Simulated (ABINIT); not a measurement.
The system is Al2O3.

```xyz
5
Lattice="2.8843 0.0000 0.0000 -1.4422 2.4979 0.0000 0.0000 0.0000 9.3368" Properties=species:S:1:pos:R:3 pbc="T T T"
Al    0.0000    0.0000    7.9363
Al    0.0000    0.0000    1.4004
O     0.0000    1.6653    7.2610
O     1.4422    0.8326    0.0000
O     0.0000    1.6653    2.0757
```

Measurements of this composition are mostly on another form, of space group No. 167.

Base run:

```yaml
Program: ABINIT 10.8.3 (patched build)
Functional: PBE
Potentials_or_basis: JTH PAW PBE v2.0
Cutoff: 626 eV
k_mesh: 11 × 11 × 3
Occupations: fermi-dirac, width 0.05 eV
Spin: no spin polarisation
```

Its results: band gap on the k mesh 4.76 eV, indirect (least direct gap 5.00 eV); pressure 0.3 GPa; largest force 0.069 eV/Å.

**Question.** The run is repeated on the same cell with these changes: functional from PBE to PBEsol. What comes out?

**Answer.** Band gap on the k mesh 4.73 eV, indirect (least direct gap 4.97 eV); pressure -2.1 GPa; largest force 0.172 eV/Å.

PBEsol binds more tightly than PBE, so the same cell stands under less pressure.

Caveats: an odd mesh through Γ misses points on the zone boundary, where band edges often lie (some runs); the PAW data sets were made with another functional, which shifts forces and pressure a little (some runs).
